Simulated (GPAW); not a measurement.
The system is Nb.

```
Nb
1.0
     0.00000    2.11500    2.11500
     2.11500    0.00000    2.11500
     2.11500    2.11500    0.00000
Nb
1
Cartesian
  0.0000 0.0000 0.0000
```

This isn't the form of Nb at room conditions, which is bcc.

| Item | Value |
| --- | --- |
| Program | GPAW 26.7.0 |
| Task | relaxation of cell and atoms |
| Functional | PBEsol |
| Potentials or basis | PAW data sets generated in the run's folder for this functional |
| Cutoff | 600 eV |
| Basis | pw |
| k mesh | 11 × 11 × 11 |
| Occupations | fermi-dirac, width 0.05 eV |
| Spin | no spin polarisation |

At the start: pressure -8.0 GPa; volume 18.92 Å³/atom.

Q: Where does the relaxation end?

A: Over 3 steps the energy falls by 23.9 meV/atom and the volume is 18.00 Å³/atom (-4.9 %); space group Fm-3m (No. 225, to 0.05 Å).

Step by step:
```csv
step,energy change (eV),largest force (eV/Å),pressure (GPa),volume (Å³)
1,0.0000,0.0000,-7.99,18.92
2,-0.0231,0.0000,-1.61,18.17
3,-0.0239,0.0000,0.08,18.00
```

Final structure:
```yaml
crystal:
  lattice:
    - [0.00000, 2.07991, 2.07991]
    - [2.07991, 0.00000, 2.07991]
    - [2.07991, 2.07991, 0.00000]
  atoms:
    - { symbol: Nb, position: [0.00000, 0.00000, 0.00000] }
```

Caveat: later steps reuse the first step's grids.
